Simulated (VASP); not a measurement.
# LiF (Fm-3m) in VASP: settings compared

One crystal, LiF, is run at these levels: PBE, HSE06, r2SCAN; tasks: relaxation of cell and atoms, electrostatic potential.

Program: VASP 6.6.1. These are calculated values, not measurements. Logs are shortened: lines on timing, memory, paths and dates and some standing lists are left out, and cuts for length are marked.

### Step 1. Starting point

Symmetry: Fm-3m, No. 225, cubic system. The conventional cell has a = 4.020 Å, b = 4.020 Å, c = 4.020 Å, α = 90.00°, β = 90.00°, γ = 90.00°. Li (site symmetry m-3m) has 6 F at 2.01 Å as nearest neighbours. F (site symmetry m-3m) has 6 Li at 2.01 Å as nearest neighbours.

The cell was built by a generator and needn't be a form met in nature.

### Step 2. Relaxation of cell and atoms, PBE

Contents of INCAR:

```
SYSTEM = LiF
PREC = Accurate ; ENCUT = 600
EDIFF = 1E-7 ; ISMEAR = 0
SIGMA = 0.02 ; LREAL = .False.
LASPH = .True. ; NELM = 120
ALGO = Fast ; ISIF = 3
LWAVE = .False. ; LCHARG = .False.
GGA = PE ; IBRION = 2
NSW = 60 ; EDIFFG = -0.005
KPAR = 4
```

Contents of KPOINTS:

```
regular mesh
0
Gamma
  12 12 12
  0 0 0
```

Contents of POSCAR:

```
LiF
1.0
    0.0000000000      2.0100000000      2.0100000000
    2.0100000000      0.0000000000      2.0100000000
    2.0100000000      2.0100000000      0.0000000000
Li F
1 1
Direct
    0.0000000000      0.0000000000      0.0000000000
    0.5000000000      0.5000000000      0.5000000000
```

Potentials or basis: VASP PAW PBE potentials, release 64 (Li_sv, F).

Run with:

```sh
cat potpaw_PBE.64/Li_sv/POTCAR potpaw_PBE.64/F/POTCAR > POTCAR
mpirun -np 4 vasp_std > vasp.out
```

OUTCAR:

```text
SYSTEM = LiF
   PREC = Accurate
   ENCUT = 600
   EDIFF = 1E-7
   ISMEAR = 0
   LREAL = .False.
   LASPH = .True.
   NELM = 120
   ISIF = 3
   GGA = PE
   IBRION = 2
   NSW = 60
   EDIFFG = -0.005

 ion  position               nearest neighbor table
   1  0.000  0.000  0.000-   2 2.01   2 2.01   2 2.01   2 2.01   2 2.01   2 2.01
   2  0.500  0.500  0.500-   1 2.01   1 2.01   1 2.01   1 2.01   1 2.01   1 2.01

  LATTYP: Found a face centered cubic cell.
 ALAT       =     4.0200000000

  Lattice vectors:

 A1 = (   0.0000000000,   2.0100000000,   2.0100000000)
 A2 = (   2.0100000000,   0.0000000000,   2.0100000000)
 A3 = (   2.0100000000,   2.0100000000,   0.0000000000)

Analysis of symmetry for initial positions (statically):
=====================================================================
 Subroutine PRICEL returns:
 Original cell was already a primitive cell.

 Routine SETGRP: Setting up the symmetry group for a
 face centered cubic supercell.

 Subroutine GETGRP returns: Found 48 space group operations
 (whereof 48 operations were pure point group operations)
 out of a pool of 48 trial point group operations.

The static configuration has the point symmetry O_h .

Analysis of symmetry for dynamics (positions and initial velocities):
=====================================================================
 Subroutine PRICEL returns:
 Original cell was already a primitive cell.

 Routine SETGRP: Setting up the symmetry group for a
 face centered cubic supercell.

 Subroutine GETGRP returns: Found 48 space group operations
 (whereof 48 operations were pure point group operations)
 out of a pool of 48 trial point group operations.

The dynamic configuration has the point symmetry O_h .

 Subroutine INISYM returns: Found 48 space group operations
 (whereof 48 operations are pure point group operations),
 and found     1 'primitive' translations

----------------------------------------------------------------------------------------

                                     Primitive cell

  volume of cell :      16.2412

  direct lattice vectors                    reciprocal lattice vectors
     0.000000000  2.010000000  2.010000000    -0.248756219  0.248756219  0.248756219
     2.010000000  0.000000000  2.010000000     0.248756219 -0.248756219  0.248756219
     2.010000000  2.010000000  0.000000000     0.248756219  0.248756219 -0.248756219

  length of vectors
     2.842569260  2.842569260  2.842569260     0.430858410  0.430858410  0.430858410

  position of ions in fractional coordinates (direct lattice)
     0.000000000  0.000000000  0.000000000
     0.500000000  0.500000000  0.500000000

  ion indices of the primitive-cell ions
   primitive index   ion index
                 1           1
                 2           2

----------------------------------------------------------------------------------------

 KPOINTS: regular mesh

Automatic generation of k-mesh.
 Grid dimensions read from file:
 generate k-points for:   12   12   12

 Generating k-lattice:

  Cartesian coordinates                     Fractional coordinates (reciprocal lattice)
    -0.020729685  0.020729685  0.020729685     0.083333333  0.000000000  0.000000000
     0.020729685 -0.020729685  0.020729685     0.000000000  0.083333333  0.000000000
     0.020729685  0.020729685 -0.020729685     0.000000000  0.000000000  0.083333333

  Length of vectors
     0.035904867  0.035904867  0.035904867

  Shift w.r.t. Gamma in fractional coordinates (k-lattice)
     0.000000000  0.000000000  0.000000000

 Subroutine IBZKPT returns following result:
 ===========================================

 Found     72 irreducible k-points:

 Following reciprocal coordinates:
            Coordinates               Weight
  0.000000  0.000000  0.000000      1.000000
  0.083333  0.000000  0.000000      8.000000
  0.166667  0.000000  0.000000      8.000000
  0.250000  0.000000  0.000000      8.000000
  0.333333  0.000000  0.000000      8.000000
  0.416667  0.000000  0.000000      8.000000
[... 16 lines left out ...]
  0.500000  0.166667  0.000000     24.000000
 -0.416667  0.166667  0.000000     24.000000
 [... further k-points ...]
   k-points           NKPTS =     72   k-points in BZ     NKDIM =     72   number of bands    NBANDS=      9
   number of dos      NEDOS =    301   number of ions     NIONS =      2
   total plane-waves  NPLWV =  13824
   dimension x,y,z NGX =    24 NGY =   24 NGZ =   24
   dimension x,y,z NGXF=    48 NGYF=   48 NGZF=   48
   ions per type =               1   1
   NGX,Y,Z   is equivalent  to a cutoff of  14.04, 14.04, 14.04 a.u.
   NGXF,Y,Z  is equivalent  to a cutoff of  28.07, 28.07, 28.07 a.u.
 SYSTEM =  LiF
   PREC   = accura    normal or accurate (medium, high low for compatibility)
   ISTART =      0    job   : 0-new  1-cont  2-samecut
   ICHARG =      2    charge: 1-file 2-atom 10-const
   ISPIN  =      1    spin polarized calculation?
   LNONCOLLINEAR =      F non collinear calculations
   LSORBIT =      F    spin-orbit coupling
   LASPH  =      T    aspherical Exc in radial PAW
   ENCUT  =  600.0 eV  44.10 Ry    6.64 a.u.   5.68  5.68  5.68*2*pi/ulx,y,z
   NELM   =    120;   NELMIN=  2; NELMDL= -5     # of ELM steps
   EDIFF  = 0.1E-06   stopping-criterion for ELM
   LREAL  =      F    real-space projection
   EDIFFG = -.5E-02   stopping-criterion for IOM
   NSW    =     60    number of steps for IOM
   IBRION =      2    ionic relax: 0-MD 1-quasi-New 2-CG
   NFREE  =      1    steps in history (QN), initial steepest desc. (CG)
   ISIF   =      3    stress and relaxation
   ISYM   =      2    0-nonsym 1-usesym 2-fastsym
   POTIM  = 0.5000    time-step for ionic-motion
   TEBEG  =    0.0;   TEEND  =   0.0 temperature during run
   PSTRESS=    0.0 pullay stress
   NELECT =      10.0000    total number of electrons
   NUPDOWN=      -1.0000    fix difference up-down
   EMIN   =  10.00;   EMAX   =-10.00  energy-range for DOS
   EFERMI =   0.00;   METHOD = LEGACY
   ISMEAR =     0;   SIGMA  =   0.02  broadening in eV -4-tet -1-fermi 0-gaus
   EFERMI_NEDOS =   21; number of points for ismear=-14 and -15
   IALGO  =     68    algorithm
   IMIX   =      4    mixing-type and parameters
     AMIX     =   0.40;   BMIX     =  1.00
     AMIX_MAG =   1.60;   BMIX_MAG =  1.00
  volume/ion in A,a.u.               =       8.12        54.80
  Fermi-wavevector in a.u.,A,eV,Ry     =   1.392736  2.631889 26.391402  1.939713
  Thomas-Fermi vector in A             =   2.516450
   LORBIT       =      0    0 simple, 1 ext, 2 COOP (PROOUT), +10 PAW based schemes
   GGA     = PE    functional components
   LHFCALC =     F    Hartree Fock is set to
   AEXX    =    0.0000 exact exchange contribution
   IVDW    =     0    specifies the selected vdW correction
   LEPSILON=     F    determine dielectric tensor
   LRPA    =     F    only Hartree local field effects (RPA)
 conjugate gradient relaxation of ions
 non-spin polarized calculation
 RMM-DIIS sequential band-by-band and
 Gauss-broadening in eV      SIGMA  =   0.02
  energy-cutoff  :      600.00
  volume of cell :       16.24
 maximum number of plane-waves:       560
   NGX = 11   NGY = 11   NGZ = 11

--------------------------------------- Ionic step        1  -------------------------------------------

 number of electron      10.0000000 magnetization

 number of electron       9.9999993 magnetization

 Free energy of the ion-electron system (eV)
  ---------------------------------------------------
  ext. energy  EPLUGINS =         0.00000000
  ---------------------------------------------------
  free energy    TOTEN  =        -9.63855064 eV

  energy without entropy =       -9.63855064  energy(sigma->0) =       -9.63855064

 E-fermi :  -0.8064     XC(G=0): -10.0123

 val. band max:       -0.9860550744   @ k =   0.0000   0.0000   0.0000
 cond. band min:       8.1632167700   @ k =   0.0000   0.0000   0.0000
 fundamental gap:      9.1492718444
 Fermi energy:        -0.8063524439

 k-point     1 :       0.0000    0.0000    0.0000
  band No.  band energies     occupation
      1     -41.8884      2.00000
      2     -20.9767      2.00000
      3      -0.9861      2.00000
      4      -0.9861      2.00000
      5      -0.9861      2.00000
      6       8.1632      0.00000
      7      23.1293      0.00000
      8      23.3560      0.00000
      9      23.3989      0.00000

 k-point     2 :       0.0833    0.0000    0.0000
  band No.  band energies     occupation
      1     -41.8844      2.00000
      2     -20.9492      2.00000
      3      -1.1909      2.00000
      4      -1.0023      2.00000
      5      -1.0023      2.00000
      6       8.3701      0.00000
      7      20.8471      0.00000
      8      22.0454      0.00000
      9      22.0455      0.00000
[... 322 lines left out ...]
 POSITION                                       TOTAL-FORCE (eV/Angst)
 -----------------------------------------------------------------------------------
      4.03779      2.01889      2.01889        -0.000000     -0.000000      0.000000
      2.01889      2.01889      2.01889         0.000000      0.000000     -0.000000
 -----------------------------------------------------------------------------------
    total drift:                                0.000000     -0.000000      0.000000

  FREE ENERGIE OF THE ION-ELECTRON SYSTEM (eV)
  ---------------------------------------------------
  free  energy   TOTEN  =        -9.6403469533 eV

  energy  without entropy=       -9.6403469533  energy(sigma->0) =       -9.64034695

--------------------------------------- Ionic step        3  -------------------------------------------

 number of electron       9.9999991 magnetization

 Free energy of the ion-electron system (eV)
  ---------------------------------------------------
  ext. energy  EPLUGINS =         0.00000000
  ---------------------------------------------------
  free energy    TOTEN  =        -9.64089119 eV

  energy without entropy =       -9.64089119  energy(sigma->0) =       -9.64089119

 E-fermi :  -0.9279     XC(G=0):  -9.8892

 val. band max:       -1.1372839106   @ k =   0.0000   0.0000   0.0000
 cond. band min:       7.7811923420   @ k =   0.0000   0.0000   0.0000
 fundamental gap:      8.9184762526
 Fermi energy:        -0.9278800667

 k-point     1 :       0.0000    0.0000    0.0000
  band No.  band energies     occupation
      1     -42.0976      2.00000
      2     -21.0591      2.00000
      3      -1.1373      2.00000
      4      -1.1373      2.00000
      5      -1.1373      2.00000
      6       7.7812      0.00000
      7      22.5753      0.00000
      8      22.5753      0.00000
      9      22.5753      0.00000

 k-point     2 :       0.0833    0.0000    0.0000
  band No.  band energies     occupation
      1     -42.0939      2.00000
      2     -21.0327      2.00000
      3      -1.3368      2.00000
      4      -1.1529      2.00000
      5      -1.1529      2.00000
      6       7.9885      0.00000
      7      20.4365      0.00000
      8      21.6042      0.00000
      9      21.6042      0.00000
[... 286 lines left out ...]
 POSITION                                       TOTAL-FORCE (eV/Angst)
 -----------------------------------------------------------------------------------
      0.00000      0.00000      0.00000        -0.000000     -0.000000     -0.000000
      2.02704      2.02704      2.02704         0.000000      0.000000      0.000000
 -----------------------------------------------------------------------------------
    total drift:                               -0.000000     -0.000000      0.000000

  FREE ENERGIE OF THE ION-ELECTRON SYSTEM (eV)
  ---------------------------------------------------
  free  energy   TOTEN  =        -9.6408911875 eV

  energy  without entropy=       -9.6408911875  energy(sigma->0) =       -9.64089119

 reached required accuracy - stopping structural energy minimisation
```

Run time: 5.7 s. Hardware: 4 MPI ranks of Intel Xeon 6975P-C (Granite Rapids), shared host; peak memory 0.13 GiB.

Results:

| Property | Result |
| --- | --- |
| Free energy | -9.6409 eV |
| Relaxed volume | 8.33 Å³/atom |
| Relaxed cell | a = 2.867 Å, b = 2.867 Å, c = 2.867 Å, α = 60.00°, β = 60.00°, γ = 60.00° |
| Space group after relaxing (to 0.05 Å) | Fm-3m (No. 225) |
| Energy gained by relaxing | 1.2 meV/atom |
| Ionic steps | 3 |
| Pressure after relaxing | 0.0 GPa |
| Band gap on the k mesh | 8.92 eV, direct |

Step by step:
| step | energy change (eV) | largest force (eV/Å) | pressure (GPa) | volume (Å³) |
| --- | --- | --- | --- | --- |
| 1 | 0.0000 | 0.0000 | 1.81 | 16.24 |
| 2 | -0.0018 | 0.0000 | 0.85 | 16.46 |
| 3 | -0.0023 | 0.0000 | 0.02 | 16.66 |

Final structure:
```
Li F
1.0
     0.00000    2.02704    2.02704
     2.02704    0.00000    2.02704
     2.02704    2.02704    0.00000
Li F
1 1
Direct
  0.00000 0.00000 0.00000
  0.50000 0.50000 0.50000
```

Levels at points of the mesh, in eV from the valence-band top:
| k point | band 2 | band 3 | band 4 | band 5 | band 6 | band 7 | band 8 | band 9 |
| --- | --- | --- | --- | --- | --- | --- | --- | --- |
| (0.00, 0.00, 0.00) | -19.92 | 0.00 | 0.00 | 0.00 | 8.92 | 23.71 | 23.71 | 23.71 |
| (0.50, 0.00, 0.00) | -19.50 | -2.46 | -0.22 | -0.22 | 10.67 | 16.51 | 18.74 | 18.74 |
| (0.50, 0.50, 0.00) | -19.25 | -2.92 | -0.97 | -0.97 | 14.63 | 16.38 | 17.22 | 20.01 |

Caveat: the cutoff is under 1.25 times the usual one of these potentials, so pressure, stress and relaxed cells hold a basis-set (Pulay) error.

[end of part 1 of 2]
